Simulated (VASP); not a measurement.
# TiC (Fm-3m) in VASP: further runs, part 2 of 2

VASP 6.6.1.

## 3. Single point, PBEsol (atoms moved at random, drawn with an rms of 0.05 Å)

INCAR

```
  PREC = Accurate
  ENCUT = 520
  EDIFF = 1E-7
  ISMEAR = -1
  SIGMA = 0.05
  LREAL = False
  LASPH = True
  NELM = 60
  ALGO = Normal
  ISIF = 2
  LWAVE = False
  LCHARG = False
  GGA = PS
  NBANDS = 15
```

KPOINTS

```
regular mesh
0
Gamma
  11 11 11
```

POSCAR

```
TiC
1.0
    0.0000000000      2.1657188437      2.1657188437
    2.1657188437      0.0000000000      2.1657188437
    2.1657188437      2.1657188437      0.0000000000
Ti C
1 1
Direct
   -0.0179180000      0.0215340000     -0.0071780000
    0.4843900000      0.5074340000      0.5141740000
```

Potentials or basis: VASP PAW PBE potentials, release 64 (Ti_sv, C).

Run with:

```console
$ cat potpaw_PBE.64/Ti_sv/POTCAR potpaw_PBE.64/C/POTCAR > POTCAR
$ mpirun -np 1 vasp_std > vasp.out
```

OUTCAR:

```text
PREC = Accurate
   ENCUT = 520
   EDIFF = 1E-7
   ISMEAR = -1
   LREAL = False
   LASPH = True
   NELM = 60
   ISIF = 2
   GGA = PS

 ion  position               nearest neighbor table
   1  0.982  0.022  0.993-   2 2.11   2 2.14   2 2.15   2 2.18   2 2.19   2 2.22
   2  0.484  0.507  0.514-   1 2.11   1 2.14   1 2.15   1 2.18   1 2.19   1 2.22

  LATTYP: Found a face centered cubic cell.
 ALAT       =     4.3314376874

  Lattice vectors:

 A1 = (   0.0000000000,   2.1657188437,   2.1657188437)
 A2 = (   2.1657188437,   0.0000000000,   2.1657188437)
 A3 = (   2.1657188437,   2.1657188437,   0.0000000000)

Analysis of symmetry for initial positions (statically):
=====================================================================
 Subroutine PRICEL returns:
 Original cell was already a primitive cell.

 Routine SETGRP: Setting up the symmetry group for a
 face centered cubic supercell.

 Subroutine GETGRP returns: Found  1 space group operations
 (whereof  1 operations were pure point group operations)
 out of a pool of 48 trial point group operations.

The static configuration has the point symmetry C_1 .

Analysis of symmetry for dynamics (positions and initial velocities):
[... 170 lines left out ...]
      3     -23.1572      2.00000
      4     -23.1565      2.00000
      5      -3.0627      2.00000
      6       9.8324      0.00017
      7       9.8695      0.00008
      8       9.9559      0.00001
      9      10.5630      0.00000
     10      10.8500      0.00000
     11      11.1486      0.00000
     12      11.2911      0.00000
     13      11.5014      0.00000
     14      19.7611      0.00000
[... 401 lines left out ...]
      2     -23.1954      2.00000
      3     -23.1710      2.00000
      4     -23.1709      2.00000
      5      -2.8167      2.00000
      6       8.7285      1.99999
      7       9.4322      0.41183
      8       9.4547      0.28372
      9       9.7541      0.00083
     10      11.0559      0.00000
     11      11.7305      0.00000
     12      11.7832      0.00000
     13      13.1946      0.00000
     14      20.2253      0.00000
     15      23.3495      0.00000

 [... further k-points ...]
[... 5 lines left out ...]
  --------------------------------------------------------------------------------------
  -------------------------------------------------------------------------------------
  Total       -0.7964966     -0.7111857     -0.7810550     -0.0161659      0.0268246      0.0083609
  in kB      -62.8142682    -56.0863756    -61.5964899     -1.2748934      2.1154771      0.6593706
  external PRESSURE =     -60.1657113 kB  Pullay stress =       0.0000000 kB

 VOLUME and BASIS-vectors are now :
 -----------------------------------------------------------------------------
  energy-cutoff  :      520.00
  volume of cell :       20.32
      direct lattice vectors                 reciprocal lattice vectors
     0.000000000  2.165718844  2.165718844    -0.230870227  0.230870227  0.230870227
     2.165718844  0.000000000  2.165718844     0.230870227 -0.230870227  0.230870227
     2.165718844  2.165718844  0.000000000     0.230870227  0.230870227 -0.230870227

 POSITION                                       TOTAL-FORCE (eV/Angst)
 -----------------------------------------------------------------------------------
      2.19681      4.27709      2.17355         0.147245      0.473861     -0.239027
      2.21252      2.16261      2.14801        -0.147245     -0.473861      0.239027
 -----------------------------------------------------------------------------------
    total drift:                               -0.000036     -0.000016     -0.000020

  FREE ENERGIE OF THE ION-ELECTRON SYSTEM (eV)
  ---------------------------------------------------
  free  energy   TOTEN  =       -19.7765000622 eV

  energy  without entropy=      -19.7737017874  energy(sigma->0) =      -19.77510092
```

OSZICAR:

```text
N       E                     dE             d eps       ncg     rms          rms(c)
DAV:   1     0.115740410175E+03    0.11574E+03   -0.77490E+03 20025   0.128E+03
DAV:   2    -0.176178757173E+02   -0.13336E+03   -0.12503E+03 21422   0.336E+02
DAV:   3    -0.249888527408E+02   -0.73710E+01   -0.72535E+01 26891   0.767E+01
DAV:   4    -0.252022522459E+02   -0.21340E+00   -0.21322E+00 24729   0.120E+01
DAV:   5    -0.252073382558E+02   -0.50860E-02   -0.50853E-02 26729   0.165E+00    0.184E+01
DAV:   6    -0.203618639819E+02    0.48455E+01   -0.11224E+01 28875   0.559E+01    0.668E+00
DAV:   7    -0.198218381843E+02    0.54003E+00   -0.19543E+00 23630   0.197E+01    0.497E+00
DAV:   8    -0.197884912439E+02    0.33347E-01   -0.11056E-01 22808   0.375E+00    0.309E+00
DAV:   9    -0.197809775951E+02    0.75136E-02   -0.92406E-02 26594   0.390E+00    0.846E-01
DAV:  10    -0.197786685736E+02    0.23090E-02   -0.10918E-02 27695   0.149E+00    0.663E-01
DAV:  11    -0.197765581107E+02    0.21105E-02   -0.36185E-03 23417   0.827E-01    0.121E-01
DAV:  12    -0.197765134820E+02    0.44629E-04   -0.26917E-04 23116   0.160E-01    0.473E-02
DAV:  13    -0.197765002471E+02    0.13235E-04   -0.25109E-05 25447   0.405E-02    0.693E-03
DAV:  14    -0.197765003726E+02   -0.12547E-06   -0.77587E-07 22884   0.822E-03    0.422E-03
DAV:  15    -0.197765001349E+02    0.23775E-06   -0.18117E-07 24059   0.730E-03    0.159E-03
DAV:  16    -0.197765000622E+02    0.72670E-07   -0.46946E-08 12709   0.190E-03
   1 F= -.19776500E+02 E0= -.19775101E+02  d E =-.279827E-02
```

stdout:

```text
POSCAR found type information on POSCAR TiC
 POSCAR found :  2 types and       2 ions
 scaLAPACK will be used
 -----------------------------------------------------------------------------
|                                                                             |
|                                                                             |
|     You enforced a specific xc type in the INCAR file but a different       |
|     I HOPE YOU KNOW WHAT YOU ARE DOING!                                     |
|                                                                             |
 -----------------------------------------------------------------------------

 LDA part: xc-table for (Slater+PW92), standard interpolation
 POSCAR, INCAR and KPOINTS ok, starting setup
 FFT: planning ... GRIDC
 FFT: planning ... GRID_SOFT
 FFT: planning ... GRID
 WAVECAR not read
 entering main loop
```

Run time: 2.3 min. Hardware: 1 thread of Intel Xeon Platinum 8259CL at 2.50GHz (Skylake/Cascade Lake), shared host; peak memory 0.31 GiB.

Results:

* Free energy: -19.7765 eV
* Pressure: -6.0 GPa
* Largest force: 0.551 eV/Å
* Band gap on the k mesh: none (metal or under the smearing width)

Forces on the atoms (eV/Å):
```
Ti   0.147  0.474 -0.239
C   -0.147 -0.474  0.239
```

Stress tensor (GPa, compression positive):
```
-6.28 -0.13  0.07
-0.13 -5.61  0.21
 0.07  0.21 -6.16
```

Caveat: the PAW data sets were made with another functional, which shifts forces and pressure a little.

## 4. Single point, PBE

INCAR

```
ALGO = Normal ; EDIFF = 1E-7
ENCUT = 520 ; GGA = PE
ISIF = 2 ; ISMEAR = -1
LASPH = T ; LCHARG = F
LREAL = F ; LWAVE = F
NBANDS = 15 ; NELM = 60
PREC = Accurate ; SIGMA = 0.05
```

KPOINTS

```
k-points
0
Gamma
  11 11 11
```

POSCAR

```
TiC
1.0
    0.0000000000      2.1657188437      2.1657188437
    2.1657188437      0.0000000000      2.1657188437
    2.1657188437      2.1657188437      0.0000000000
Ti C
1 1
Direct
    0.0000000000      0.0000000000      0.0000000000
    0.5000000000      0.5000000000      0.5000000000
```

Potentials or basis: VASP PAW PBE potentials, release 64 (Ti_sv, C).

Run with:

```console
$ cat potpaw_PBE.64/Ti_sv/POTCAR potpaw_PBE.64/C/POTCAR > POTCAR
$ mpirun -np 1 vasp_std > vasp.out
```

OUTCAR:

```text
EDIFF = 1E-7
   ENCUT = 520
   GGA = PE
   ISIF = 2
   ISMEAR = -1
   LASPH = T
   LREAL = F
   NELM = 60
   PREC = Accurate

 ion  position               nearest neighbor table
   1  0.000  0.000  0.000-   2 2.17   2 2.17   2 2.17   2 2.17   2 2.17   2 2.17
   2  0.500  0.500  0.500-   1 2.17   1 2.17   1 2.17   1 2.17   1 2.17   1 2.17

  LATTYP: Found a face centered cubic cell.
 ALAT       =     4.3314376874

  Lattice vectors:

[... 922 lines left out ...]
      8       6.8068      2.00000
      9      11.9093      0.00000
     10      12.3479      0.00000
     11      13.2837      0.00000
     12      16.1269      0.00000
     13      16.9029      0.00000
     14      19.5031      0.00000
     15      23.8619      0.00000

 [... further k-points ...]
[... 5 lines left out ...]
  --------------------------------------------------------------------------------------
  -------------------------------------------------------------------------------------
  Total        0.0644361      0.0644361      0.0644361      0.0000000      0.0000000     -0.0000000
  in kB        5.0816372      5.0816372      5.0816372      0.0000000      0.0000000     -0.0000000
  external PRESSURE =       5.0816372 kB  Pullay stress =       0.0000000 kB

 VOLUME and BASIS-vectors are now :
 -----------------------------------------------------------------------------
  energy-cutoff  :      520.00
  volume of cell :       20.32
      direct lattice vectors                 reciprocal lattice vectors
     0.000000000  2.165718844  2.165718844    -0.230870227  0.230870227  0.230870227
     2.165718844  0.000000000  2.165718844     0.230870227 -0.230870227  0.230870227
     2.165718844  2.165718844  0.000000000     0.230870227  0.230870227 -0.230870227

 POSITION                                       TOTAL-FORCE (eV/Angst)
 -----------------------------------------------------------------------------------
      0.00000      0.00000      0.00000         0.000000      0.000000      0.000000
      2.16572      2.16572      2.16572        -0.000000     -0.000000     -0.000000
 -----------------------------------------------------------------------------------
    total drift:                                0.000000     -0.000000     -0.000000

  FREE ENERGIE OF THE ION-ELECTRON SYSTEM (eV)
  ---------------------------------------------------
  free  energy   TOTEN  =       -18.7103455708 eV

  energy  without entropy=      -18.7079776104  energy(sigma->0) =      -18.70916159
```

OSZICAR:

```text
N       E                     dE             d eps       ncg     rms          rms(c)
DAV:   1     0.117869214357E+03    0.11787E+03   -0.81124E+03  1687   0.127E+03
DAV:   2    -0.167731246570E+02   -0.13464E+03   -0.12592E+03  1841   0.339E+02
DAV:   3    -0.240196655995E+02   -0.72465E+01   -0.71169E+01  2068   0.783E+01
DAV:   4    -0.243165306588E+02   -0.29687E+00   -0.29664E+00  2229   0.141E+01
DAV:   5    -0.243221807604E+02   -0.56501E-02   -0.56494E-02  2100   0.177E+00    0.183E+01
DAV:   6    -0.193307668914E+02    0.49914E+01   -0.11853E+01  2349   0.563E+01    0.694E+00
DAV:   7    -0.187469396638E+02    0.58383E+00   -0.21713E+00  1988   0.208E+01    0.490E+00
DAV:   8    -0.187232699452E+02    0.23670E-01   -0.10646E-01  1884   0.339E+00    0.343E+00
DAV:   9    -0.187140511539E+02    0.92188E-02   -0.99880E-02  2287   0.441E+00    0.757E-01
DAV:  10    -0.187124803848E+02    0.15708E-02   -0.12035E-02  2165   0.142E+00    0.641E-01
DAV:  11    -0.187105128765E+02    0.19675E-02   -0.26928E-03  1925   0.729E-01    0.195E-01
DAV:  12    -0.187103548158E+02    0.15806E-03   -0.32023E-04  2258   0.246E-01    0.410E-02
DAV:  13    -0.187103454883E+02    0.93275E-05   -0.48681E-05  1883   0.675E-02    0.567E-03
DAV:  14    -0.187103456519E+02   -0.16364E-06   -0.13352E-06  2044   0.113E-02    0.386E-03
DAV:  15    -0.187103455708E+02    0.81093E-07   -0.21935E-07  1876   0.715E-03
   1 F= -.18710346E+02 E0= -.18709162E+02  d E =-.236796E-02
```

stdout:

```text
POSCAR found type information on POSCAR TiC
 POSCAR found :  2 types and       2 ions
 scaLAPACK will be used
 LDA part: xc-table for (Slater+PW92), standard interpolation
 POSCAR, INCAR and KPOINTS ok, starting setup
 FFT: planning ... GRIDC
 FFT: planning ... GRID_SOFT
 FFT: planning ... GRID
 WAVECAR not read
 entering main loop
```

Run time: 9.5 s. Hardware: 1 thread of Intel Xeon Platinum 8488C (Sapphire Rapids), shared host; peak memory 0.14 GiB.

Results:

```yaml
Free_energy: -18.7103 eV
Pressure: 0.5 GPa
Band_gap_on_the_k_mesh: none (metal or under the smearing width)
```

## 5. Single point, PBE (atoms moved at random, drawn with an rms of 0.05 Å)

INCAR

```
  PREC = Accurate
  ENCUT = 520
  EDIFF = 1E-7
  ISMEAR = -1
  SIGMA = 0.05
  LREAL = F
  LASPH = T
  NELM = 80
  ALGO = Normal
  ISIF = 2
  LWAVE = F
  LCHARG = T
  GGA = PE
  LELF = T
  LVHAR = T
  NBANDS = 15
```

KPOINTS

```
regular mesh
0
Gamma
  11 11 11
```

POSCAR

```
TiC
1.0
    0.0000000000      2.1657188437      2.1657188437
    2.1657188437      0.0000000000      2.1657188437
    2.1657188437      2.1657188437      0.0000000000
Ti C
1 1
Direct
   -0.0179180000      0.0215340000     -0.0071780000
    0.4843900000      0.5074340000      0.5141740000
```

Run with:

```console
$ cat potpaw_PBE.64/Ti_sv/POTCAR potpaw_PBE.64/C/POTCAR > POTCAR
$ mpirun -np 1 vasp_std > vasp.out
```

It took 2 min on 1 thread of Intel Xeon Platinum 8488C (Sapphire Rapids), shared host; peak memory 0.3 GiB.

Results (log left out):

```
Free energy            : -18.6939 eV
Pressure               : 0.9 GPa
Largest force          : 0.550 eV/Å
Band gap on the k mesh : none (metal or under the smearing width)
```

Forces on the atoms (eV/Å):
```
Ti   0.147  0.474 -0.239
C   -0.147 -0.474  0.239
```

Stress tensor (GPa, compression positive):
```
 0.66 -0.13  0.07
-0.13  1.34  0.21
 0.07  0.21  0.78
```

Levels at points of the mesh, in eV from the Fermi level:
| k point | band 6 | band 7 | band 8 | band 9 | band 10 | band 11 |
| --- | --- | --- | --- | --- | --- | --- |
| (0.00, 0.00, 0.00) | 0.48 | 0.52 | 0.61 | 1.17 | 1.46 | 1.75 |

## 6. Overview

```tsv
level	cell	ladder	gap on the mesh (eV)	pressure (GPa)	largest force (eV/Å)
PBEsol	as given	free	none	-6.5	-
PBEsol	atoms moved at random, drawn with an rms of 0.05 Å	free	none	-6.0	0.55
PBE	as given	-	none	0.5	-
PBE	atoms moved at random, drawn with an rms of 0.05 Å	-	none	0.9	0.55
```

Alike in all rows: task single point; potentials or basis VASP PAW PBE potentials, release 64 (Ti_sv, C); no spin polarisation; k mesh 11 × 11 × 11; cutoff (eV) 520; smearing fermi-dirac 0.05 eV.

Caveats: the PAW data sets were made with another functional, which shifts forces and pressure a little (some runs).

Absolute energies hang on the potentials; compare differences alone.
